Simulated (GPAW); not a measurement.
Runs of GPAW 26.7.0 on SrO. The structure is cubic, space group Fm-3m (No. 225). Conventional cell: a = 5.133 Å, b = 5.133 Å, c = 5.133 Å, α = 90.00°, β = 90.00°, γ = 90.00°. Sr (site symmetry m-3m) has 6 O at 2.57 Å as nearest neighbours. O (site symmetry m-3m) has 6 Sr at 2.57 Å as nearest neighbours. 

```tsv
task	level	potentials or basis	spin	cutoff (eV)	maxiter	band path	band points	spin axis theta (degrees)	spin axis phi (degrees)	other keys	gap on the mesh (eV)	pressure (GPa)	V0 of scaled cells (Å³/atom)	B0 (GPa)
single point	PBE	GPAW PAW data sets (gpaw-data 1.2.1), pw	off	900	100	-	-	-	-	several, not listed	3.45	3.9	-	-
equation of state	PBEsol+D4	PAW data sets generated in the run's folder for this functional, pw	off	800	150	-	-	-	-	-	-	-	16.74	96
band structure	vdW-DF	GPAW PAW data sets (gpaw-data 1.2.1), pw	SOC, no magnetisation	800	150	GXWKGLUWLK,UX	60	54.7	45	-	3.63	-	-	-
band structure	LDA	the program's PAW data sets (release 1.2.1) made for this functional, pw	SOC, no magnetisation	800	150	GXWKGLUWLK,UX	60	0	0	-	3.27	-3.2	-	-
equation of state	PBE+D3(BJ)	GPAW PAW data sets (gpaw-data 1.2.1), pw	off	800	150	-	-	-	-	-	-	-	17.17	89
equation of state	WC	PAW data sets generated in the run's folder for this functional, pw	off	800	150	-	-	-	-	-	-	-	(b)	(a)
```

Alike in all rows: cell as given; k mesh 7 × 7 × 7; smearing fermi-dirac 0.05 eV.

**Question.** Estimate the missing entries.

**Answer.** (a) 94; (b) 16.91.

Caveats: spin-orbit coupling was added after a scalar SCF, so levels and gaps hold it while energy, forces, pressure and moments don't (some runs); this program's spin-orbit splittings come out too wide for heavy elements (some runs); the mesh misses the band edges, which the band path finds closer together (some runs); an odd mesh through Γ misses points on the zone boundary, where band edges often lie (some runs); the PAW data sets were made with another functional, which shifts forces and pressure a little (some runs).

A k mesh can miss the band edges, and rows without SOC leave out spin-orbit coupling on Sr.
